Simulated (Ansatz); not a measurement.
Runs of Ansatz 0.2.0 on Ni. The structure is cubic, space group Fm-3m (No. 225). Conventional cell: a = 3.475 Å, b = 3.475 Å, c = 3.475 Å, α = 90.00°, β = 90.00°, γ = 90.00°. Around Ni (site symmetry m-3m) lie 12 Ni at 2.46 Å. 

| task | level | k mesh | smearing | q mesh | points for each segment of the path | atoms under strain | mesh quality | gap on the mesh (eV) | pressure (GPa) | moment (μB) |
| --- | --- | --- | --- | --- | --- | --- | --- | --- | --- | --- |
| single point | PBE | 13 × 13 × 13 | gaussian 0.028 eV | - | - | - | not flagged | none | (a) | 0.64 |
| phonons | LDA | 10 × 10 × 10 | fermi-dirac 0.05 eV | 2 × 2 × 2 | 8 | - | not flagged | none | - | 0.70 |
| elastic constants | PBEsol | 10 × 10 × 10 | fermi-dirac 0.05 eV | - | - | relaxed | not flagged | none | -1.7 | 0.72 |
| single point | PBEsol0 | 7 × 7 × 7 | fermi-dirac 0.05 eV | - | - | - | coarse | none | -1.7 | 0.99 |
| phonons | PBEsol | 10 × 10 × 10 | fermi-dirac 0.05 eV | 2 × 2 × 2 | 8 | - | not flagged | none | - | 0.72 |

Alike in all rows: potentials or basis Ansatz PAW; spin collinear, ferromagnetic start; cell as given; cutoff (eV) 420.

Problem. Estimate the missing entries.

Solution. (a) 8.0.

Caveats: some runs use coarse meshes; the PAW data sets come from PBE, with cores solved anew for the run's functional, which leaves a small shift of forces and pressure (some runs); elastic constants of metals need much finer meshes, so these are rough (some runs); the magnetic or orbital state may not be the lowest (some runs); the thresholds are loose for stress (some runs).

A gap of «none» marks a metal or a gap under the smearing width.
